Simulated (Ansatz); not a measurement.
# ZnS and the effect of the functional

```cif
data_structure
_symmetry_space_group_name_H-M 'F-43m'
_symmetry_Int_Tables_number 216
_cell_length_a 5.4040
_cell_length_b 5.4040
_cell_length_c 5.4040
_cell_angle_alpha 90.000
_cell_angle_beta 90.000
_cell_angle_gamma 90.000
_cell_volume 157.81
loop_
_atom_site_label
_atom_site_type_symbol
_atom_site_symmetry_multiplicity
_atom_site_Wyckoff_symbol
_atom_site_fract_x
_atom_site_fract_y
_atom_site_fract_z
_atom_site_occupancy
Zn1 Zn 4 c 0.25000 0.25000 0.25000 1
S1 S 4 a 0.00000 0.00000 0.00000 1
```

Kept alike: task single point; k mesh 6 × 6 × 6; occupations fermi-dirac, width 0.05 eV; no spin polarisation. Program: Ansatz, PAW datasets made for the crystal. Cutoffs run from 280 to 310 eV. The mesh is that of the run's cell of 2 atoms. No spin-orbit coupling.

| functional | band gap (eV) | pressure (GPa) |
| --- | --- | --- |
| HSE06 | 3.342 | 0.93 |
| PBE | 2.112 | 1.63 |
| PBE0 | 4.007 | 0.71 |

Pressure is positive in compression, with a Pulay correction for the finite cutoff. A gap read on the mesh alone can miss an edge between its points.

The band gap runs from 2.112 (PBE) to 4.007 eV (PBE0). From PBE: HSE06 +1.230; PBE0 +1.895. Measured: 3.85 eV at 19 K (arxiv:0911.5022); nearest PBE0, 0.157 eV off. The runs are for a static lattice. The pressure runs from 0.71 (PBE0) to 1.63 GPa (PBE). From PBE: HSE06 -0.70; PBE0 -0.92. A positive pressure means that the functional's own cell is larger than the one given, a negative one that it is smaller.

At one fixed cell the gap rises from PBE through HSE06 to PBE0, so the spread is electronic and owes nothing to differences in volume. The valence edge of ZnS is mainly S 3p with some Zn 3d admixed, and the conduction edge has strong Zn 4s character. Exact exchange lowers the filled states relative to the empty ones. It also binds the 3d shell more deeply, which probably weakens the p–d repulsion that pushes the valence edge up.

The two hybrids differ in the range of their exchange. PBE0 keeps a long-range part whose weight is close to the inverse electronic dielectric constant of ZnS, whereas HSE06 cuts it off, which suggests why HSE06 falls short of the measured gap. Zero-point motion normally narrows such a gap, so PBE0 may be nearer the static value than the direct comparison implies.

All three functionals favour a larger cell, PBE most strongly. Since the gap of ZnS shrinks on expansion, relaxing each cell would probably widen the spread between PBE and the hybrids.
